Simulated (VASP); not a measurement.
Al, 1 atom in the cell. Symmetry: Fm-3m, No. 225, cubic system. Conventional cell: a = 4.050 Å, b = 4.050 Å, c = 4.050 Å, α = 90.00°, β = 90.00°, γ = 90.00°. Al (site symmetry m-3m) has 12 Al at 2.86 Å as nearest neighbours. 

| Item | Value |
| --- | --- |
| Program | VASP 6.6.1 |
| Task | relaxation of cell and atoms |
| Functional | PBEsol |
| Potentials or basis | VASP PAW PBE potentials, release 64 (Al) |
| Cutoff | 480 eV |
| k mesh | 18 × 18 × 18 |
| Occupations | gaussian, width 0.1 eV |
| Spin | no spin polarisation |
| Further INCAR settings | ALGO = Fast; EDIFF = 1e-07; IBRION = 2; EDIFFG = -0.005; NSW = 90; ISIF = 3 |

Potentials or basis: VASP PAW PBE potentials, release 64 (Al).

The run is started by

```bash
$ cat potpaw_PBE.64/Al/POTCAR > POTCAR
$ mpirun -np 1 vasp_std > vasp.out
```

Hardware: 1 thread of Intel(R) Xeon(R) 6975P-C (Granite Rapids), with other jobs on the host.

How long does it take, and how much memory?

Run time: 9.5 s on 1 thread of Intel(R) Xeon(R) 6975P-C (Granite Rapids), with other jobs on the host, peak memory 0.13 GiB. Counts: scf iterations 24, k points 195, ion steps 3.
